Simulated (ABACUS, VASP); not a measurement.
Given: the input of a run of VASP 6.6.1 on KF (Carobbiite). 

File INCAR:

```
SYSTEM = KF
PREC = Accurate ; ENCUT = 520
EDIFF = 1E-7 ; ISMEAR = -1
SIGMA = 0.05 ; LREAL = .False.
LASPH = .True. ; NELM = 80
ALGO = Normal ; ISIF = 2
LWAVE = .False. ; LCHARG = .False.
GGA = PS ; NBANDS = 15
```

KPOINTS

```
regular mesh
0
Gamma
  9 9 9
  0 0 0
```

Contents of POSCAR:

```
KF
1.0
    0.0000000000      2.6718500000      2.6718500000
    2.6718500000      0.0000000000      2.6718500000
    2.6718500000      2.6718500000      0.0000000000
K F
1 1
Direct
    0.0000000000      0.0000000000      0.0000000000
    0.5000000000      0.5000000000      0.5000000000
```

Potentials or basis: VASP PAW PBE potentials, release 64 (K_sv, F).

Launch:

```sh
$ cat potpaw_PBE.64/K_sv/POTCAR potpaw_PBE.64/F/POTCAR > POTCAR
$ mpirun -np 1 vasp_std > vasp.out
```

Q: Translate it to ABACUS 3.10.1. Potentials or basis there: PseudoDojo NC SR 0.4.1 PBEsol standard, plane waves, cutoff 1143 eV.

A: As run (cutoffs and basis follow the program's own potentials, and thresholds, step limits or extra output files can differ):

The input INPUT:

```
INPUT_PARAMETERS
suffix              KF
calculation         scf
basis_type          pw
pseudo_dir          ./
symmetry            1
dft_functional      pbesol
ecutwfc             84
pseudo_rcut         7
nspin               1
nbands              12
ks_solver           dav
smearing_method     fd
smearing_sigma      0.00367493
scf_thr             1e-08
scf_nmax            100
mixing_type         broyden
mixing_beta         0.7
cal_force           1
cal_stress          1
kpar                4
```

File STRU:

```
ATOMIC_SPECIES
K 39.0983 K.upf
F 18.9984 F.upf

LATTICE_CONSTANT
1.8897261246

LATTICE_VECTORS
0.0000000000 2.6718500000 2.6718500000
2.6718500000 0.0000000000 2.6718500000
2.6718500000 2.6718500000 0.0000000000

ATOMIC_POSITIONS
Direct

K
0.0
1
0.0000000000 0.0000000000 0.0000000000 1 1 1

F
0.0
1
0.5000000000 0.5000000000 0.5000000000 1 1 1
```

File KPT:

```
K_POINTS
0
Gamma
9 9 9 0 0 0
```

Potentials or basis: PseudoDojo NC SR 0.4.1 PBEsol standard, plane waves.

The run is started by

```console
$ OMP_NUM_THREADS=1 mpirun -np 4 abacus > log
```

Both were run:

|  | VASP | ABACUS |
| --- | --- | --- |
| Pressure | -0.6 GPa | -0.7 GPa |

VASP's potentials were made for PBE.

Pressure is positive in compression.
